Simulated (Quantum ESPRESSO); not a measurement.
# CaSe (Fm-3m) in Quantum ESPRESSO: settings compared, part 2 of 2

Quantum ESPRESSO 7.5. Earlier steps stand in the parts before.

## Step 3: Band structure, PBEsol

pw.in reads:

```
&CONTROL
  calculation = 'scf'
  prefix = 'pwscf'
  outdir = './tmp'
  pseudo_dir = './pseudo'
  tprnfor = .true.
  tstress = .true.
  disk_io = 'low'
/
&SYSTEM
  ibrav = 0
  nat = 2
  ntyp = 2
  ecutwfc = 45
  ecutrho = 360
  nbnd = 14
  occupations = 'smearing'
  smearing = 'fd'
  degauss = 0.00367493
/
&ELECTRONS
  conv_thr = 4d-10
  electron_maxstep = 120
  mixing_beta = 0.5
/
ATOMIC_SPECIES
Se    78.9710 se_pbesol_v1.uspp.F.UPF
Ca    40.0780 ca_pbesol_v1.uspp.F.UPF
CELL_PARAMETERS angstrom
   0.0000000000    2.9560000000    2.9560000000
   2.9560000000    0.0000000000    2.9560000000
   2.9560000000    2.9560000000    0.0000000000
ATOMIC_POSITIONS crystal
Se     0.5000000000    0.5000000000    0.5000000000
Ca     0.0000000000    0.0000000000    0.0000000000
K_POINTS automatic
8 8 8 0 0 0
```

bands.in reads:

```
&CONTROL
  calculation = 'bands'
  prefix = 'pwscf'
  outdir = './tmp'
  pseudo_dir = './pseudo'
  disk_io = 'low'
  verbosity = 'high'
/
&SYSTEM
  ibrav = 0
  nat = 2
  ntyp = 2
  ecutwfc = 45
  ecutrho = 360
  nbnd = 14
  occupations = 'smearing'
  smearing = 'fd'
  degauss = 0.00367493
/
&ELECTRONS
  conv_thr = 1d-08
  electron_maxstep = 120
  mixing_beta = 0.5
  diago_full_acc = .true.
  startingwfc = 'random'
/
ATOMIC_SPECIES
Se    78.9710 se_pbesol_v1.uspp.F.UPF
Ca    40.0780 ca_pbesol_v1.uspp.F.UPF
CELL_PARAMETERS angstrom
   0.0000000000    2.9560000000    2.9560000000
   2.9560000000    0.0000000000    2.9560000000
   2.9560000000    2.9560000000    0.0000000000
ATOMIC_POSITIONS crystal
Se     0.5000000000    0.5000000000    0.5000000000
Ca     0.0000000000    0.0000000000    0.0000000000
K_POINTS crystal
60
 0.0000000000  0.0000000000  0.0000000000 1
 0.0625000000  0.0000000000  0.0625000000 1
 0.1250000000  0.0000000000  0.1250000000 1
 0.1875000000  0.0000000000  0.1875000000 1
 0.2500000000  0.0000000000  0.2500000000 1
 0.3125000000  0.0000000000  0.3125000000 1
 0.3750000000  0.0000000000  0.3750000000 1
 0.4375000000  0.0000000000  0.4375000000 1
 0.5000000000  0.0000000000  0.5000000000 1
 0.5000000000  0.0625000000  0.5625000000 1
 0.5000000000  0.1250000000  0.6250000000 1
 0.5000000000  0.1875000000  0.6875000000 1
 0.5000000000  0.2500000000  0.7500000000 1
 0.4375000000  0.3125000000  0.7500000000 1
 0.3750000000  0.3750000000  0.7500000000 1
 0.3375000000  0.3375000000  0.6750000000 1
 0.3000000000  0.3000000000  0.6000000000 1
 0.2625000000  0.2625000000  0.5250000000 1
 0.2250000000  0.2250000000  0.4500000000 1
 0.1875000000  0.1875000000  0.3750000000 1
 0.1500000000  0.1500000000  0.3000000000 1
 0.1125000000  0.1125000000  0.2250000000 1
 0.0750000000  0.0750000000  0.1500000000 1
 0.0375000000  0.0375000000  0.0750000000 1
 0.0000000000  0.0000000000  0.0000000000 1
 0.0625000000  0.0625000000  0.0625000000 1
 0.1250000000  0.1250000000  0.1250000000 1
 0.1875000000  0.1875000000  0.1875000000 1
 0.2500000000  0.2500000000  0.2500000000 1
 0.3125000000  0.3125000000  0.3125000000 1
 0.3750000000  0.3750000000  0.3750000000 1
 0.4375000000  0.4375000000  0.4375000000 1
 0.5000000000  0.5000000000  0.5000000000 1
 0.5250000000  0.4500000000  0.5250000000 1
 0.5500000000  0.4000000000  0.5500000000 1
 0.5750000000  0.3500000000  0.5750000000 1
 0.6000000000  0.3000000000  0.6000000000 1
 0.6250000000  0.2500000000  0.6250000000 1
 0.5833333333  0.2500000000  0.6666666667 1
 0.5416666667  0.2500000000  0.7083333333 1
 0.5000000000  0.2500000000  0.7500000000 1
 0.5000000000  0.2857142857  0.7142857143 1
 0.5000000000  0.3214285714  0.6785714286 1
 0.5000000000  0.3571428571  0.6428571429 1
 0.5000000000  0.3928571429  0.6071428571 1
 0.5000000000  0.4285714286  0.5714285714 1
 0.5000000000  0.4642857143  0.5357142857 1
 0.5000000000  0.5000000000  0.5000000000 1
 0.4821428571  0.4821428571  0.5357142857 1
 0.4642857143  0.4642857143  0.5714285714 1
 0.4464285714  0.4464285714  0.6071428571 1
 0.4285714286  0.4285714286  0.6428571429 1
 0.4107142857  0.4107142857  0.6785714286 1
 0.3928571429  0.3928571429  0.7142857143 1
 0.3750000000  0.3750000000  0.7500000000 1
 0.6250000000  0.2500000000  0.6250000000 1
 0.5937500000  0.1875000000  0.5937500000 1
 0.5625000000  0.1250000000  0.5625000000 1
 0.5312500000  0.0625000000  0.5312500000 1
 0.5000000000  0.0000000000  0.5000000000 1
```

Potentials or basis: GBRV 1.5 PBEsol.

The run is started by

```sh
OMP_NUM_THREADS=1 mpirun -n 2 pw.x -nk 2 -in pw.in > pw.out
OMP_NUM_THREADS=1 mpirun -n 2 pw.x -nk 2 -in bands.in > bands.out
```

pw.out:

```text
This program is part of the open-source Quantum ESPRESSO suite
     for quantum simulation of materials; please cite
[... 13 lines left out ...]
     --------------------
     sticks:   dense  smooth     PW     G-vecs:    dense   smooth      PW
     Sum        1531     769    241                39957    14211    2421

     Using Slab Decomposition

     bravais-lattice index     =            0
     lattice parameter (alat)  =       7.8998  a.u.
     unit-cell volume          =     348.6100 (a.u.)^3
     number of atoms/cell      =            2
     number of atomic types    =            2
     number of electrons       =        16.00
     number of Kohn-Sham states=           14
     kinetic-energy cutoff     =      45.0000  Ry
     charge density cutoff     =     360.0000  Ry
     scf convergence threshold =      4.0E-10
     mixing beta               =       0.5000
     number of iterations used =            8  plain     mixing
[... 293 lines left out ...]
    10.3975  10.4390  11.2742  11.7480  12.2062  13.7108

          k =-0.7071 0.1768-0.0000 (  1774 PWs)   bands (ev):

   -33.6118 -14.7707 -14.7342 -14.7302  -5.2658   3.5059   4.5504   4.5795
     8.6791  11.0242  11.5987  11.7593  11.9800  12.1757

          k =-0.7071 0.3536 0.0000 (  1768 PWs)   bands (ev):

   -33.6118 -14.7524 -14.7524 -14.7337  -5.2196   3.9151   3.9151   4.2342
    10.2843  10.2843  11.1404  11.6682  11.9830  14.5431

     the Fermi energy is     6.8811 ev

!    total energy              =    -118.44898278 Ry
     estimated scf accuracy    <          8.5E-11 Ry
     smearing contrib. (-TS)   =      -0.00000000 Ry
     internal energy E=F+TS    =    -118.44898278 Ry

     The total energy is F=E-TS. E is the sum of the following terms:
     one-electron contribution =     -29.01238299 Ry
     hartree contribution      =      19.36526309 Ry
     xc contribution           =     -41.28440138 Ry
     ewald contribution        =     -67.51746150 Ry

     convergence has been achieved in   8 iterations

     Forces acting on atoms (cartesian axes, Ry/au):

     atom    1 type  1   force =     0.00000000   -0.00000000   -0.00000000
     atom    2 type  2   force =     0.00000000   -0.00000000   -0.00000000

     Total force =     0.000000     Total SCF correction =     0.000000

     Computing stress (Cartesian axis) and pressure

          total   stress  (Ry/bohr**3)                   (kbar)     P=      -11.14
  -0.00007570  -0.00000000   0.00000000          -11.14       -0.00        0.00
  -0.00000000  -0.00007570   0.00000000           -0.00      -11.14        0.00
   0.00000000   0.00000000  -0.00007570            0.00        0.00      -11.14

=------------------------------------------------------------------------------=
   JOB DONE.
=------------------------------------------------------------------------------=
```

bands.out:

```text
This program is part of the open-source Quantum ESPRESSO suite
     for quantum simulation of materials; please cite
         "P. Giannozzi et al., J. Phys.:Condens. Matter 21 395502 (2009);
         "P. Giannozzi et al., J. Phys.:Condens. Matter 29 465901 (2017);
[... 805 lines left out ...]
     8.0521  10.8439  10.8949  11.8871  11.8871  12.4822

          k = 0.0000 0.6187-0.0000 (  1756 PWs)   bands (ev):
[... 261 lines left out ...]
   -33.6119 -14.7783 -14.7268 -14.7268  -5.3110   3.3711   4.9858   4.9858
     7.8637  10.8841  10.9728  11.9619  11.9770  11.9770

=------------------------------------------------------------------------------=
   JOB DONE.
=------------------------------------------------------------------------------=
```

It took 29 s on 2 MPI ranks of Intel Xeon Platinum 8488C (Sapphire Rapids), shared host; peak memory 0.26 GiB.

Results:

```
Free energy             : -1611.5805 eV
Pressure                : -1.1 GPa
Band gap on the k mesh  : 1.93 eV, indirect (least direct gap 2.88 eV)
Band gap along the path : 1.93 eV, indirect (least direct gap 2.88 eV)
```

Levels at the corners of the path, in eV from the valence-band top:
```csv
point,band 5,band 6,band 7,band 8,band 9,band 10,band 11,band 12
Γ,-11.83,0.00,0.00,0.00,3.19,3.65,3.65,3.65
X,-11.25,-2.56,-0.95,-0.95,1.93,4.95,5.04,6.03
W,-11.15,-2.02,-2.02,-1.70,4.35,4.35,5.21,5.73
K,-11.17,-2.30,-2.09,-1.13,3.20,5.65,5.71,5.71
Γ,-11.83,0.00,0.00,0.00,3.19,3.65,3.65,3.65
L,-11.12,-3.34,-1.21,-1.21,4.38,5.45,5.49,5.49
U,-11.17,-2.30,-2.09,-1.13,3.20,5.65,5.71,5.71
W,-11.15,-2.02,-2.02,-1.70,4.35,4.35,5.21,5.73
L,-11.12,-3.34,-1.21,-1.21,4.38,5.45,5.49,5.49
K,-11.17,-2.30,-2.09,-1.13,3.20,5.65,5.71,5.71
U,-11.17,-2.30,-2.09,-1.13,3.20,5.65,5.71,5.71
X,-11.25,-2.56,-0.95,-0.95,1.93,4.95,5.04,6.03
```

## Step 4: Band structure, r2SCAN

Changes to pw.in since step 3:

```diff
@@ -13,5 +13,5 @@
   ntyp = 2
-  ecutwfc = 45
-  ecutrho = 360
+  ecutwfc = 70
   nbnd = 14
+  input_dft = 'r2scan'
   occupations = 'smearing'
@@ -19,5 +19,6 @@
   degauss = 0.00367493
+  nosym = .true.
 /
 &ELECTRONS
-  conv_thr = 4d-10
+  conv_thr = 1d-08
   electron_maxstep = 120
@@ -26,4 +27,4 @@
 ATOMIC_SPECIES
-Se    78.9710 se_pbesol_v1.uspp.F.UPF
-Ca    40.0780 ca_pbesol_v1.uspp.F.UPF
+Se    78.9710 Se_ONCV_PBE-1.2.upf
+Ca    40.0780 Ca_ONCV_PBE-1.2.upf
 CELL_PARAMETERS angstrom
@@ -36,2 +37,2 @@
 K_POINTS automatic
-8 8 8 0 0 0
+6 6 6 0 0 0
```

Changes to bands.in since step 3:

```diff
@@ -12,5 +12,5 @@
   ntyp = 2
-  ecutwfc = 45
-  ecutrho = 360
+  ecutwfc = 70
   nbnd = 14
+  input_dft = 'r2scan'
   occupations = 'smearing'
@@ -18,2 +18,3 @@
   degauss = 0.00367493
+  nosym = .true.
 /
@@ -27,4 +28,4 @@
 ATOMIC_SPECIES
-Se    78.9710 se_pbesol_v1.uspp.F.UPF
-Ca    40.0780 ca_pbesol_v1.uspp.F.UPF
+Se    78.9710 Se_ONCV_PBE-1.2.upf
+Ca    40.0780 Ca_ONCV_PBE-1.2.upf
 CELL_PARAMETERS angstrom
```

Potentials or basis: SG15 PBE 1.2.

The run is started by

```sh
OMP_NUM_THREADS=1 mpirun -n 2 pw.x -nk 2 -in pw.in > pw.out
OMP_NUM_THREADS=1 mpirun -n 2 pw.x -nk 2 -in bands.in > bands.out
```

Wall time 3.2 min (2 MPI ranks of Intel Xeon Platinum 8488C (Sapphire Rapids), shared host); peak memory 0.26 GiB.

It converged, with:

* Free energy: -1266.0900 eV
* Pressure: 0.9 GPa
* Band gap on the k mesh: 2.48 eV, indirect (least direct gap 3.45 eV)
* Band gap along the path: 2.48 eV, indirect (least direct gap 3.45 eV)

Levels at the corners of the path, in eV from the valence-band top:
```tsv
point	band 5	band 6	band 7	band 8	band 9	band 10	band 11	band 12
Γ	-12.30	0.00	0.00	0.00	4.00	4.26	4.26	4.26
X	-11.69	-2.59	-0.97	-0.97	2.48	5.68	5.73	6.79
W	-11.60	-2.02	-2.02	-1.69	4.99	4.99	5.91	6.50
K	-11.62	-2.31	-2.07	-1.13	3.79	6.39	6.43	6.44
Γ	-12.30	0.00	0.00	0.00	4.00	4.26	4.26	4.26
L	-11.58	-3.32	-1.19	-1.19	5.03	6.19	6.23	6.23
U	-11.62	-2.31	-2.07	-1.13	3.79	6.39	6.43	6.44
W	-11.60	-2.02	-2.02	-1.69	4.99	4.99	5.91	6.50
L	-11.58	-3.32	-1.19	-1.19	5.03	6.19	6.23	6.23
K	-11.62	-2.31	-2.07	-1.13	3.79	6.39	6.43	6.44
U	-11.62	-2.31	-2.07	-1.13	3.79	6.39	6.43	6.44
X	-11.69	-2.59	-0.97	-0.97	2.48	5.68	5.73	6.79
```

Caveat: the potentials were made for another functional, which shifts forces and pressure.

## Step 5: Overview

```csv
level,potentials or basis,k mesh,cutoff (eV),form of the LDA correlation,SCF threshold,symmetry,gap on the mesh (eV),pressure (GPa)
LDA,GBRV 1.5 LDA,8 × 8 × 8,612,PZ81,4e-10 Ry,-,1.87,-3.1
PBEsol,GBRV 1.5 PBEsol,8 × 8 × 8,612,-,4e-10 Ry,-,1.93,-1.1
r2SCAN,SG15 PBE 1.2,6 × 6 × 6,952,-,1e-08 Ry,off,2.48,0.9
```

Alike in all rows: task band structure; no spin polarisation; cell as given; smearing fermi-dirac 0.05 eV.

Caveats: the potentials were made for another functional, which shifts forces and pressure (some runs).

Total energies depend on the potentials used, so only differences within one code and one set of settings carry meaning.

## Step 6: Against experiment

Step 2. Against the measured gap of CaSe, 3.85 eV (indirect; 2 K; a printed reference work, monograph, original work of 1988), the calculated 1.87 eV is off by -1.98 eV. So large a miss can be the level of theory's own, or it may mean another phase, state or a wrong row. Spin-orbit coupling on Se is left out. The value is that of LDA, without temperature or zero-point motion. Semilocal functionals fall short of measured gaps as a rule.

Step 3. Against the measured gap of CaSe, 3.85 eV (indirect; 2 K; a printed reference work, monograph, original work of 1988), the calculated 1.93 eV is off by -1.92 eV. Spin-orbit coupling on Se is left out. The value is that of PBEsol, without temperature or zero-point motion. Semilocal functionals fall short of measured gaps as a rule.

Step 4. A measured gap of CaSe is 3.85 eV (indirect; 2 K; a printed reference work, monograph, original work of 1988); the calculated 2.48 eV misses it by -1.37 eV. Spin-orbit coupling on Se is left out. The value is that of r2SCAN, without temperature or zero-point motion.
